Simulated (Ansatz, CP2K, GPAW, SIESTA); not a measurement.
**One calculation of TiAl, 5 ways**

```
CELL_PARAMETERS angstrom
2.83730 0.00000 0.00000
0.00000 2.83730 0.00000
0.00000 0.00000 4.05910
ATOMIC_POSITIONS crystal
Ti 0.00000 0.00000 0.00000
Al 0.50000 0.50000 0.50000
```

Alike in all runs: task band structure; functional PBEsol; k mesh 9 × 9 × 7; occupations fermi-dirac, width 0.05 eV; no spin polarisation; no spin-orbit coupling. Pressure is positive in compression and, in plane waves, holds the error of the finite cutoff, which Ansatz's Pulay term estimates and takes out.

```csv
program and potentials,plane-wave cutoff (eV),notes,pressure (GPa)
"CP2K, POTENTIAL_UZH Ti GTH-PBE-q12, Al GTH-PBE-q3; TZVP-MOLOPT-PBE-GTH basis",-,atomic basis; potentials made for PBE; 7.5 valence electrons an atom on average,-2.89
"SIESTA, files PseudoDojo sr-pbesol-0.4.1-standard, DZP (energy shift 0.003 Ry; two zetas on semicore shells)",-,atomic basis; 7.5 valence electrons an atom on average,-3.53
"GPAW, PAW data sets generated for this functional",600,7.5 valence electrons an atom on average,-3.96
"Ansatz, all-electron LAPW, scalar-relativistic",-,-,-3.92
"Ansatz, PAW datasets made for the crystal",220,3.5 valence electrons an atom on average,-3.92
```

The pressure spans -3.96 (GPAW, PAW data sets generated for this functional) to -2.89 GPa (CP2K, POTENTIAL_UZH Ti GTH-PBE-q12, Al GTH-PBE-q3; TZVP-MOLOPT-PBE-GTH basis), with all-electron results at -3.92. Rows in atomic bases carry the error of their basis and grid, which can be large.

Differences between rows come from potentials, basis sets and numerical settings, since the functional is the same but for its coding. Runs on potential files found faulty are left out.
